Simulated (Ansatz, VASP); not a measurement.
**Two plane-wave programs on Pt**

File INCAR:

```
SYSTEM = Pt
PREC     = Accurate       ! precision mode
ENCUT    = 520            ! plane-wave cutoff, eV
EDIFF    = 1E-6           ! SCF threshold, eV
ISMEAR   = 0              ! smearing method
SIGMA    = 0.15           ! smearing width, eV
LREAL    = .FALSE.        ! projectors in reciprocal space
LASPH    = .TRUE.         ! aspherical terms in the spheres
NELM     = 100            ! most SCF steps
ALGO     = Fast           ! electronic algorithm
ISIF     = 2              ! what is computed and relaxed
LWAVE    = .FALSE.        ! write WAVECAR
LCHARG   = .FALSE.        ! write CHGCAR
GGA      = PE             ! functional
NBANDS   = 11             ! bands
```

File KPOINTS:

```
regular mesh
0
G
  26 26 26
  0 0 0
```

Contents of POSCAR:

```
Pt
1.0
    0.0000000000      1.8858023017      1.8858023017
    1.8858023017      0.0000000000      1.8858023017
    1.8858023017      1.8858023017      0.0000000000
Pt
1
Direct
    0.0000000000      0.0000000000      0.0000000000
```

Input for Ansatz:

```yaml
crystal:
  lattice:
    - [0.0, 1.8858023017, 1.8858023017]
    - [1.8858023017, 0.0, 1.8858023017]
    - [1.8858023017, 1.8858023017, 0.0]
  atoms:
    - { symbol: Pt, position: [0.0, 0.0, 0.0] }
basis:
  ecutwfc: 420
kpoints:
  mp_grid: { grid: [26, 26, 26] }
hamiltonian:
  xc: pbe
scf:
  occupations: { method: gaussian, width: 0.15 }
output:
  forces: true
  stress: true
  eigenvalues: true
```

Change from the starting cell: strain -0.050 along x and y, -0.050 along z, atoms carried along.

Alike in both runs: task single point; functional PBE; k mesh 26 × 26 × 26; occupations gaussian, width 0.15 eV; no spin polarisation.

|  | VASP | Ansatz |
| --- | --- | --- |
| version | VASP 6.6.1 | Ansatz 0.2.0 |
| potentials or method | VASP PAW PBE potentials, release 64 (Pt) | scalar-relativistic, plane waves, PAW |
| plane-wave cutoff (eV) | 520 | 420 |
| valence electrons in the cell | 10 | 18 |

```tsv
	VASP	Ansatz	Ansatz less VASP
gap on the k mesh at the Fermi level (eV)	none	none	-
pressure (GPa)	57.3	57.9	+0.58
```

A gap of «none» marks a metal or a gap that the smearing closes. The two sets of potentials don't hold the same shells in valence.

Caveats: so large a pressure means that the cell lies far from this level's equilibrium, or that cutoff or potentials fall short (VASP). Spin-orbit coupling is left out, which matters for the levels of Pt.
